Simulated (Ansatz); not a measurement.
## Calculated quadrupolar parameters for LiNbO3

The cell is a structure deposited in the COD whose atoms were relaxed with PBE, the cell held.

```yaml
crystal:
  lattice:
    - [2.57510, 1.48673, 4.62177]
    - [-2.57510, 1.48673, 4.62177]
    - [0.00000, -2.97347, 4.62177]
  atoms:
    - { symbol: Li, position: [0.27766, 0.27766, 0.27766] }
    - { symbol: Li, position: [0.77766, 0.77766, 0.77766] }
    - { symbol: Nb, position: [0.99563, 0.99563, 0.99563] }
    - { symbol: Nb, position: [0.49563, 0.49563, 0.49563] }
    - { symbol: O, position: [0.10257, 0.35854, 0.71489] }
    - { symbol: O, position: [0.71489, 0.10257, 0.35854] }
    - { symbol: O, position: [0.35854, 0.71489, 0.10257] }
    - { symbol: O, position: [0.21489, 0.85854, 0.60257] }
    - { symbol: O, position: [0.85854, 0.60257, 0.21489] }
    - { symbol: O, position: [0.60257, 0.21489, 0.85854] }
```

Atom numbers follow the list; atoms alike are taken as one site, whose name carries the number of the first.

The numbers come from a DFT calculation in Ansatz (PBE, plane waves and PAW, scalar-relativistic, 420 eV cutoff, Γ-centred 7×7×7 k-points, Fermi–Dirac smearing 0.02 eV).

V_zz is the principal component of the electric field gradient with the largest magnitude, η = (V_xx − V_yy)/V_zz and C_Q = eQV_zz/h. Directions are in the Cartesian axes of the cell vectors above, for the atom listed; none is given where the gradient is under 0.02 or η is above 0.95.

**Question.** Which values are expected at the nuclei?

**Answer.** 

```json
{"site": "Li", "first atom": "1", "first shell": "6 O at 2.05–2.24 Å", "V_zz (10²¹ V/m²)": "0.059", "η": "0.00", "direction of V_zz (x, y, z)": "0.00 0.00 1.00"}
{"site": "Nb", "first atom": "3", "first shell": "6 O at 1.88–2.14 Å", "V_zz (10²¹ V/m²)": "3.49", "η": "0.00", "direction of V_zz (x, y, z)": "0.00 0.00 1.00"}
{"site": "O", "first atom": "5", "first shell": "2 Nb at 1.88–2.14 Å, 2 Li at 2.05–2.24 Å; also 1 Li at 3.31 Å", "V_zz (10²¹ V/m²)": "1.99", "η": "0.99", "direction of V_zz (x, y, z)": "–"}
```

An axis of threefold or higher order runs through Li and Nb, so V_zz lies along it and η is zero.

Without spin–orbit coupling (the program notes it for Nb) the gradients are little affected as a rule: paired runs on crystals with a gap mostly move them by under 2 % at such atoms. With these PAW files V_zz is typically within 2 to 3 % of all-electron values, but misses above 10 % occur on Li. Where η is near 1 the sign of V_zz means little.

The relaxation (5 steps) took 23 s of wall time (82 s of CPU time) and 0.63 GiB at its peak, on 4 threads of Intel Xeon Platinum 8259CL CPU @ 2.50GHz (Skylake/Cascade Lake) (x86_64; 16 cores open to the job, memory cap 8.0 GiB, no GPU), a shared host with a load of 0.6 a core.
